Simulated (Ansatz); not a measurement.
TePb:

```xyz
2
Lattice="0.0000 3.2310 3.2310 3.2310 0.0000 3.2310 3.2310 3.2310 0.0000" Properties=species:S:1:pos:R:3 pbc="T T T"
Pb    0.0000    0.0000    0.0000
Te    3.2310    3.2310    3.2310
```

Program: Ansatz 0.2.0. Alike in all runs: cell as given. Hardware: 1 thread of Arm Neoverse V1, with other jobs on the host.

**Question.** Order these runs on this cell by their wall time, lowest first.
A. task single point; level PBE; potentials or basis Ansatz PAW; spin off; k mesh 7 × 7 × 7; cutoff (eV) 420; smearing fermi-dirac 0.05 eV; mesh quality not flagged
B. task atomic charges; level BHLYP+D4; potentials or basis PseudoDojo standard (PBE files); spin off; k mesh 4 × 4 × 4; cutoff (eV) 1120; smearing gaussian 0.02 eV; mesh quality coarse
C. task projected density of states; level PBE+D4; potentials or basis Ansatz PAW; spin SOC, no magnetisation; k mesh 7 × 7 × 7; cutoff (eV) 420; smearing gaussian 0.001 eV; other keys scf.occupations.method = gaussian; scf.occupations.width = 0.001; mesh quality not flagged

**Answer.** A (1.8 s), C (43 s), B (330 s).

Caveats: some runs use coarse meshes; spin-orbit coupling is left out, which as a rule narrows the gap of such compounds by several tenths of an eV (some runs).
